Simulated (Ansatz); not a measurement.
## AlN (P6_3mc):Rb_Al, thermodynamic levels from a 72-atom cell

Charge states of Rb_Al in AlN (P6_3mc), set against the band edges. Model: a cell of 72 host atoms with 1 Al taken out and 1 Rb put in.

Calculated with Ansatz 0.2.0; place-levels on r2SCAN runs: charge-transition levels and formation energies with image-charge correction and potential alignment at the atomic sites; PAW set soft_1.

### 1. The structure

The cell holds 72 atoms: 35 Al, 36 N and 1 Rb. Cell: a = 9.320 Å, b = 9.320 Å, c = 9.956 Å, α = 90.0°, β = 90.0°, γ = 120.0°. It derives from AlN (space group P6_3mc). Nearest the centre at fractional (0.444, 0.556, 0.500): Rb34 at 0.00 Å, N11 at 1.89 Å, N43 at 1.89 Å, N35 at 1.89 Å, N40 at 1.90 Å, Al9 at 3.07 Å, Al13 at 3.07 Å, Al41 at 3.07 Å.

Coordinates:

```xyz
72
Lattice="9.3196 0.0000 0.0000 -4.6598 8.0710 0.0000 0.0000 0.0000 9.9565" Properties=species:S:1:pos:R:3 pbc="T T T"
Al    1.5533    0.8968    2.4852
Al    0.0000    1.7936    4.9743
N     1.5533    0.8968    4.3848
N     0.0000    1.7936    1.8957
Al    1.5533    0.8968    7.4634
Al    0.0000    1.7936    9.9525
N     1.5533    0.8968    9.3631
N     0.0000    1.7936    6.8739
Al    0.0000    3.5871    2.4852
Al   -1.5533    4.4839    4.9743
N     0.0000    3.5871    4.3848
N    -1.5533    4.4839    1.8957
Al    0.0000    3.5871    7.4634
Al   -1.5533    4.4839    9.9525
N     0.0000    3.5871    9.3631
N    -1.5533    4.4839    6.8739
Al   -1.5533    6.2774    2.4852
Al   -3.1065    7.1742    4.9743
N    -1.5533    6.2774    4.3848
N    -3.1065    7.1742    1.8957
Al   -1.5533    6.2774    7.4634
Al   -3.1065    7.1742    9.9525
N    -1.5533    6.2774    9.3631
N    -3.1065    7.1742    6.8739
Al    4.6598    0.8968    2.4852
Al    3.1065    1.7936    4.9743
N     4.6598    0.8968    4.3848
N     3.1065    1.7936    1.8957
Al    4.6598    0.8968    7.4634
Al    3.1065    1.7936    9.9525
N     4.6598    0.8968    9.3631
N     3.1065    1.7936    6.8739
Al    3.1065    3.5871    2.4852
Rb    1.5533    4.4839    4.9743
N     3.1065    3.5871    4.3848
N     1.5533    4.4839    1.8957
Al    3.1065    3.5871    7.4634
Al    1.5533    4.4839    9.9525
N     3.1065    3.5871    9.3631
N     1.5533    4.4839    6.8739
Al    1.5533    6.2774    2.4852
Al    0.0000    7.1742    4.9743
N     1.5533    6.2774    4.3848
N     0.0000    7.1742    1.8957
Al    1.5533    6.2774    7.4634
Al    0.0000    7.1742    9.9525
N     1.5533    6.2774    9.3631
N     0.0000    7.1742    6.8739
Al    7.7663    0.8968    2.4852
Al    6.2130    1.7936    4.9743
N     7.7663    0.8968    4.3848
N     6.2130    1.7936    1.8957
Al    7.7663    0.8968    7.4634
Al    6.2130    1.7936    9.9525
N     7.7663    0.8968    9.3631
N     6.2130    1.7936    6.8739
Al    6.2130    3.5871    2.4852
Al    4.6598    4.4839    4.9743
N     6.2130    3.5871    4.3848
N     4.6598    4.4839    1.8957
Al    6.2130    3.5871    7.4634
Al    4.6598    4.4839    9.9525
N     6.2130    3.5871    9.3631
N     4.6598    4.4839    6.8739
Al    4.6598    6.2774    2.4852
Al    3.1065    7.1742    4.9743
N     4.6598    6.2774    4.3848
N     3.1065    7.1742    1.8957
Al    4.6598    6.2774    7.4634
Al    3.1065    7.1742    9.9525
N     4.6598    6.2774    9.3631
N     3.1065    7.1742    6.8739
```

Screening for the image-charge correction: ε∞ = (4.49, 4.49, 4.72), ε0 = (8.15, 8.15, 9.65), computed on the host (DFPT, PBEsol, on the r2SCAN cell), and a cell off the functional's own equilibrium shifts the ionic part.

The cell's shortest repeat is 9.3 Å.

### 2. Charge states

Levels follow from differences of total energies between charge states, each relaxed by itself.

Random displacements of about 0.05 Å break the site symmetry at the start, so that the relaxation can reach a distorted minimum if there is one. Forces are taken at one point at (¼, ¼, ¼). The cell holds 2 electrons more than the neutral one, with a uniform background that keeps it neutral on the whole.

The sampling was tested on the host first: at the k-points planned (1x1x1 shifted 0.25 0.25 0.25) its energy lies -0.014 eV an atom from the dense-mesh value, under the bound of 0.02 eV set for this test; that bounds the host's error, not the defect's.

One of the inputs; charge, spin and start change from state to state.

qm2.relax/input.yaml reads:

```yaml
crystal:
  lattice:
    - [9.31956554, 9.0e-08, 0.0]
    - [-4.65978284, 8.07098046, 0.0]
    - [0.0, 0.0, 9.95647772]
  atoms:
    - { symbol: Al, position: [0.22222222, 0.11111111, 0.24960167] }
    - { symbol: Al, position: [0.11111111, 0.22222222, 0.49960167] }
    - { symbol: "N", position: [0.22222222, 0.11111111, 0.44039833] }
    - { symbol: "N", position: [0.11111111, 0.22222222, 0.19039833] }
    - { symbol: Al, position: [0.22222222, 0.11111111, 0.74960167] }
    - { symbol: Al, position: [0.11111111, 0.22222222, 0.99960167] }
    - { symbol: "N", position: [0.22222222, 0.11111111, 0.94039833] }
    - { symbol: "N", position: [0.11111111, 0.22222222, 0.69039833] }
    - { symbol: Al, position: [0.22222222, 0.44444444, 0.24960167] }
    - { symbol: Al, position: [0.11111111, 0.55555556, 0.49960167] }
    - { symbol: "N", position: [0.22222222, 0.44444444, 0.44039833] }
    - { symbol: "N", position: [0.11111111, 0.55555556, 0.19039833] }
    - { symbol: Al, position: [0.22222222, 0.44444444, 0.74960167] }
    - { symbol: Al, position: [0.11111111, 0.55555556, 0.99960167] }
    - { symbol: "N", position: [0.22222222, 0.44444444, 0.94039833] }
    - { symbol: "N", position: [0.11111111, 0.55555556, 0.69039833] }
    - { symbol: Al, position: [0.22222222, 0.77777778, 0.24960167] }
    - { symbol: Al, position: [0.11111111, 0.88888889, 0.49960167] }
    - { symbol: "N", position: [0.22222222, 0.77777778, 0.44039833] }
    - { symbol: "N", position: [0.11111111, 0.88888889, 0.19039833] }
    - { symbol: Al, position: [0.22222222, 0.77777778, 0.74960167] }
    - { symbol: Al, position: [0.11111111, 0.88888889, 0.99960167] }
    - { symbol: "N", position: [0.22222222, 0.77777778, 0.94039833] }
    - { symbol: "N", position: [0.11111111, 0.88888889, 0.69039833] }
    - { symbol: Al, position: [0.55555556, 0.11111111, 0.24960167] }
    - { symbol: Al, position: [0.44444444, 0.22222222, 0.49960167] }
    - { symbol: "N", position: [0.55555556, 0.11111111, 0.44039833] }
    - { symbol: "N", position: [0.44444444, 0.22222222, 0.19039833] }
    - { symbol: Al, position: [0.55555556, 0.11111111, 0.74960167] }
    - { symbol: Al, position: [0.44444444, 0.22222222, 0.99960167] }
    - { symbol: "N", position: [0.55555556, 0.11111111, 0.94039833] }
    - { symbol: "N", position: [0.44444444, 0.22222222, 0.69039833] }
    - { symbol: Al, position: [0.55555556, 0.44444444, 0.24960167] }
    - { symbol: Rb, position: [0.44444444, 0.55555556, 0.49960167] }
    - { symbol: "N", position: [0.55555556, 0.44444444, 0.44039833] }
    - { symbol: "N", position: [0.44444444, 0.55555556, 0.19039833] }
    - { symbol: Al, position: [0.55555556, 0.44444444, 0.74960167] }
    - { symbol: Al, position: [0.44444444, 0.55555556, 0.99960167] }
    - { symbol: "N", position: [0.55555556, 0.44444444, 0.94039833] }
    - { symbol: "N", position: [0.44444444, 0.55555556, 0.69039833] }
    - { symbol: Al, position: [0.55555556, 0.77777778, 0.24960167] }
    - { symbol: Al, position: [0.44444444, 0.88888889, 0.49960167] }
    - { symbol: "N", position: [0.55555556, 0.77777778, 0.44039833] }
    - { symbol: "N", position: [0.44444444, 0.88888889, 0.19039833] }
    - { symbol: Al, position: [0.55555556, 0.77777778, 0.74960167] }
    - { symbol: Al, position: [0.44444444, 0.88888889, 0.99960167] }
    - { symbol: "N", position: [0.55555556, 0.77777778, 0.94039833] }
    - { symbol: "N", position: [0.44444444, 0.88888889, 0.69039833] }
    - { symbol: Al, position: [0.88888889, 0.11111111, 0.24960167] }
    - { symbol: Al, position: [0.77777778, 0.22222222, 0.49960167] }
    - { symbol: "N", position: [0.88888889, 0.11111111, 0.44039833] }
    - { symbol: "N", position: [0.77777778, 0.22222222, 0.19039833] }
    - { symbol: Al, position: [0.88888889, 0.11111111, 0.74960167] }
    - { symbol: Al, position: [0.77777778, 0.22222222, 0.99960167] }
    - { symbol: "N", position: [0.88888889, 0.11111111, 0.94039833] }
    - { symbol: "N", position: [0.77777778, 0.22222222, 0.69039833] }
    - { symbol: Al, position: [0.88888889, 0.44444444, 0.24960167] }
    - { symbol: Al, position: [0.77777778, 0.55555556, 0.49960167] }
    - { symbol: "N", position: [0.88888889, 0.44444444, 0.44039833] }
    - { symbol: "N", position: [0.77777778, 0.55555556, 0.19039833] }
    - { symbol: Al, position: [0.88888889, 0.44444444, 0.74960167] }
    - { symbol: Al, position: [0.77777778, 0.55555556, 0.99960167] }
    - { symbol: "N", position: [0.88888889, 0.44444444, 0.94039833] }
    - { symbol: "N", position: [0.77777778, 0.55555556, 0.69039833] }
    - { symbol: Al, position: [0.88888889, 0.77777778, 0.24960167] }
    - { symbol: Al, position: [0.77777778, 0.88888889, 0.49960167] }
    - { symbol: "N", position: [0.88888889, 0.77777778, 0.44039833] }
    - { symbol: "N", position: [0.77777778, 0.88888889, 0.19039833] }
    - { symbol: Al, position: [0.88888889, 0.77777778, 0.74960167] }
    - { symbol: Al, position: [0.77777778, 0.88888889, 0.99960167] }
    - { symbol: "N", position: [0.88888889, 0.77777778, 0.94039833] }
    - { symbol: "N", position: [0.77777778, 0.88888889, 0.69039833] }
  host:
    repeats: [3, 3, 2]
    atoms:
      - { symbol: Al, position: [0.66666667, 0.33333333, 0.49920333] }
      - { symbol: Al, position: [0.33333333, 0.66666667, 0.99920333] }
      - { symbol: "N", position: [0.66666667, 0.33333333, 0.88079667] }
      - { symbol: "N", position: [0.33333333, 0.66666667, 0.38079667] }
total_charge: -2
basis:
  ecutwfc: 500
  xc_grid: 2
hamiltonian:
  xc: r2scan
  pseudopotentials: { kind: paw, azcp: { folder: soft_1 } }
kpoints:
  mp_grid: { grid: [1, 1, 1], shift: [0.25, 0.25, 0.25] }
scf:
  occupations: { method: fixed }
  max_iter: 60
output:
  forces: true
  charged_corrections:
    epsilon: [4.49, 4.49, 4.72]
    static_epsilon: [8.15, 8.15, 9.65]
    defect_position: [0.444444, 0.555556, 0.499602]
relax:
  f_tol: 0.02
  max_steps: 80
  random_displacement: { amplitude: 0.05, seed: 5221 }
checkpoint:
  write: "../qm2.relax.run"
  compress: false
  write_wavefunctions: true
  write_every: 100000
```

The run is started by

```bash
$ ansatz run input.yaml --threads 4 --pin off --max-ram 15073MiB --backend cpu --events-out ev --progress --plain --runs-dir out
```

The relaxed structure is kept and the sampling changed to a 2×2×2 shifted mesh.

The run of this state that the levels use, under r2SCAN:

qm2.point/input.yaml reads:

```yaml
crystal:
  checkpoint: "../qm2.relax.run"
  host: checkpoint
total_charge: -2
basis:
  ecutwfc: 500
  xc_grid: 2
hamiltonian:
  xc: r2scan
  pseudopotentials: { kind: paw, azcp: { folder: soft_1 } }
kpoints:
  mp_grid: { grid: [2, 2, 2], shift: [0.5, 0.5, 0.5] }
scf:
  occupations: { method: fermi_dirac, width: 0.01 }
  max_iter: 60
output:
  forces: true
  eigenvalues: true
  charged_corrections:
    epsilon: [4.49, 4.49, 4.72]
    static_epsilon: [8.15, 8.15, 9.65]
    defect_position: [0.444444, 0.555556, 0.499602]
  eigenstates: { localisation: true }
  populations: true
  band_densities: [{ bands: [v1, v1] }, { bands: [c1, c1] }]
  write_density: true
  write_potential: true
  volumetric_format: npy
checkpoint:
  read: "../qm2.relax.run"
  write: "../qm2.point.run"
  compress: false
  write_wavefunctions: false
  write_every: 100000
```

Relaxations under r2SCAN at one point at (¼, ¼, ¼); times on 4 threads of Arm Neoverse V1, shared host:

```
charge  moment (μB)  occupations    outcome  steps  largest displacement against the far atoms (Å)     time
    −2            0        fixed  converged     10                                            0.80  2.1 min
    −1            1        fixed  converged     10                                            0.72  5.9 min
     0            0        fixed  converged     12                                            0.59  3.6 min
     0            2        fixed  converged     13                                            0.68    8 min
    +1            1        fixed  converged     10                                            0.57  5.8 min
    +1            3        fixed  converged     14                                            0.56  8.3 min
```

Single points under r2SCAN at a 2×2×2 shifted mesh; times on 4 threads of Arm Neoverse V1, shared host:

```
charge  moment (μB)  occupations    outcome     time
    −2            0  fermi-dirac  converged     92 s
    −1            1  fermi-dirac  converged  3.9 min
     0            0  fermi-dirac  converged  1.8 min
     0            2  fermi-dirac  converged  4.1 min
    +1            1  fermi-dirac  converged  3.8 min
    +1            3  fermi-dirac  converged  3.7 min
```

Distances (Å) from Rb34 to the nearest atoms after relaxation with r2SCAN:

```
charge  moment (μB)      1.      2.      3.      4.       5.       6.
    −2            0  N 2.39  N 2.41  N 2.41  N 2.45  Al 3.01  Al 3.02
    −1            1  N 2.32  N 2.40  N 2.42  N 2.46  Al 2.98  Al 3.01
     0            0  N 2.27  N 2.37  N 2.39  N 2.50   N 2.99  Al 3.02
     0            2  N 2.36  N 2.37  N 2.43  N 2.46  Al 3.07  Al 3.07
    +1            1  N 2.36  N 2.36  N 2.36  N 2.40  Al 3.07  Al 3.08
    +1            3  N 2.36  N 2.36  N 2.37  N 2.39   N 3.11  Al 3.12
```

(Continued in part 2 of 2.)

[Logs are printed without paths, hosts, clocks, repeated set-up lines and the standing remarks that a program may print on its own settings, such as how far it seeks lower states.]

[Hosts, paths, dates, database ids (printed as entryN), source tags and the programs' standing remarks are cut or masked in the printed files.]

[Where a table of states has a column of steps, it counts the stored structures, which are thinned; the runs took as many ionic steps or more.]

[A defect's name tells the site on which it was built; relaxed atoms can leave that site.]

[For some hosts the program warned that the k-mesh of the response run may be too coarse for force constants and the static dielectric constant; such warnings are not shown here.]
